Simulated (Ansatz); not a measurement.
## Relaxation of Zr$_{2}$N

Computed with DFT r2SCAN, scalar-relativistic, plane waves, PAW in Ansatz. Settings: 500 eV cutoff, 8×8×8 k-mesh, Gaussian smearing of 0.10 eV, no spin polarisation.

What was changed: 0 of 4 N sites taken by P, cell and atoms relaxed.

Command:

```bash
ansatz run input.yaml --threads 2 --pin off --max-ram 5120MiB --backend cpu --events-out ev --progress --plain --runs-dir out
```

Input:

```yaml
crystal:
  lattice:
    - [5.4170524552, 0.0, -3.3004444787]
    - [-5.4170524552, 0.0, -3.3004444787]
    - [0.0, 5.4170524552, 3.3004444787]
  atoms:
    - { symbol: Zr, position: [0.7965720823, 0.5, 0.2965720823] }
    - { symbol: Zr, position: [0.2965720823, 0.0, 0.2965720823] }
    - { symbol: Zr, position: [0.2034279177, 0.5, 0.7034279177] }
    - { symbol: Zr, position: [0.7034279177, 0.0, 0.7034279177] }
    - { symbol: Zr, position: [0.75, 0.9534279177, 0.2034279177] }
    - { symbol: Zr, position: [0.25, 0.4534279177, 0.2034279177] }
    - { symbol: Zr, position: [0.75, 0.5465720823, 0.7965720823] }
    - { symbol: Zr, position: [0.25, 0.0465720823, 0.7965720823] }
    - { symbol: "N", position: [0.5, 0.5, 0.0] }
    - { symbol: "N", position: [0.0, 0.0, 0.0] }
    - { symbol: "N", position: [0.75, 0.25, 0.5] }
    - { symbol: "N", position: [0.25, 0.75, 0.5] }
basis:
  ecutwfc: 500
kpoints:
  mp_grid: { grid: [8, 8, 8] }
hamiltonian:
  xc: r2scan
scf:
  occupations: { method: gaussian, width: 0.1 }
output:
  forces: true
  stress: true
  eigenvalues: true
  write_density: true
  write_potential: true
  elf: true
  volumetric_format: npy
relax:
  adjacent_minimum: "off"
  f_tol: 0.015
  max_steps: 60
  cell: { stress_tol: 0.15 }
```

F is the free energy. Steps run on the plane waves of an earlier cell, but the last one, and at times one on the way, on a freshly chosen basis, so a repeated geometry can differ a little in energy.

Steps:

```json
{"step": "1", "F − F(1) (eV)": "0.0000", "largest force component (eV/Å)": "0.006", "V (Å³/atom)": "16.142", "P (GPa)": "-0.01"}
{"step": "2", "F − F(1) (eV)": "0.0017", "largest force component (eV/Å)": "0.035", "V (Å³/atom)": "16.142", "P (GPa)": "-0.02"}
{"step": "3", "F − F(1) (eV)": "-0.0003", "largest force component (eV/Å)": "0.007", "V (Å³/atom)": "16.139", "P (GPa)": "0.01"}
{"step": "4", "F − F(1) (eV)": "-0.0003", "largest force component (eV/Å)": "0.007", "V (Å³/atom)": "16.139", "P (GPa)": "0.01"}
```

Relaxed structure:

```yaml
crystal:
  lattice:
    - [5.41434, 0.00000, -3.30319]
    - [-5.41434, 0.00000, -3.30319]
    - [0.00000, 5.41434, 3.30319]
  atoms:
    - { symbol: Zr, position: [0.79655, 0.50000, 0.29655] }
    - { symbol: Zr, position: [0.29655, 0.00000, 0.29655] }
    - { symbol: Zr, position: [0.20345, 0.50000, 0.70345] }
    - { symbol: Zr, position: [0.70345, 0.00000, 0.70345] }
    - { symbol: Zr, position: [0.75000, 0.95345, 0.20345] }
    - { symbol: Zr, position: [0.25000, 0.45345, 0.20345] }
    - { symbol: Zr, position: [0.75000, 0.54655, 0.79655] }
    - { symbol: Zr, position: [0.25000, 0.04655, 0.79655] }
    - { symbol: N, position: [0.50000, 0.50000, 0.00000] }
    - { symbol: N, position: [0.00000, 0.00000, 0.00000] }
    - { symbol: N, position: [0.75000, 0.25000, 0.50000] }
    - { symbol: N, position: [0.25000, 0.75000, 0.50000] }
```

It takes space group P4_2/mnm (No. 136, tetragonal). Conventional cell: a = 5.414 Å, b = 5.414 Å, c = 3.303 Å, α = 90.00°, β = 90.00°, γ = 90.00°. Zr (site symmetry m2m) is surrounded by 3 N at 2.27 Å. N (site symmetry mmm) is surrounded by 6 Zr at 2.27 Å.

The run converged. It took 4.4 min on 2 threads of Arm Neoverse V1, on a shared host, peak memory 1.4 GiB.